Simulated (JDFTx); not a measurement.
Crystal: P.

```xyz
2
Lattice="1.7257 0.9963 3.1297 -1.7257 0.9963 3.1297 0.0000 -1.9927 3.1297" Properties=species:S:1:pos:R:3 pbc="T T T"
P     0.0000    0.0000    7.2570
P     0.0000    0.0000    2.1321
```

This isn't the form of P at room conditions, which is orthorhombic.

| Property | Result |
| --- | --- |
| Program | JDFTx 1.7.0 (patched build) |
| Task | single point |
| Functional | PBEsol |
| Potentials or basis | PseudoDojo-SR-PBEsol-0.4.1-standard with smoothed tails |
| Cutoff | 599 eV |
| Density cutoff | 4789 eV |
| k mesh | 9 × 9 × 9 |
| Occupations | fermi-dirac, width 0.05 eV |
| Spin | no spin polarisation |

On this cell: pressure -1.8 GPa; largest force 0.271 eV/Å; band gap on the k mesh none (metal or under the smearing width).

The same run follows on a disturbed copy (atoms moved at random, drawn with an rms of 0.05 Å):

```
P
1.0
     1.72573    0.99635    3.12968
    -1.72573    0.99635    3.12968
     0.00000   -1.99270    3.12968
P
2
Cartesian
  -0.0131 0.0080 7.1927
  -0.0121 -0.0027 2.1213
```

Question: What changes?

Answer: The energy (extrapolated to zero smearing) moves by -1.6 meV/atom; pressure -3.4 GPa; largest force 0.163 eV/Å; band gap on the k mesh none (metal or under the smearing width).

Forces in eV/Å, atoms in the order of the input:
```
P    0.003 -0.042  0.157
P   -0.003  0.042 -0.157
```

Stress tensor (GPa, compression positive):
```
-2.55 -0.01 -0.01
-0.01 -2.66  0.16
-0.01  0.16 -4.99
```

Caveats: the empty levels aren't tightly converged.
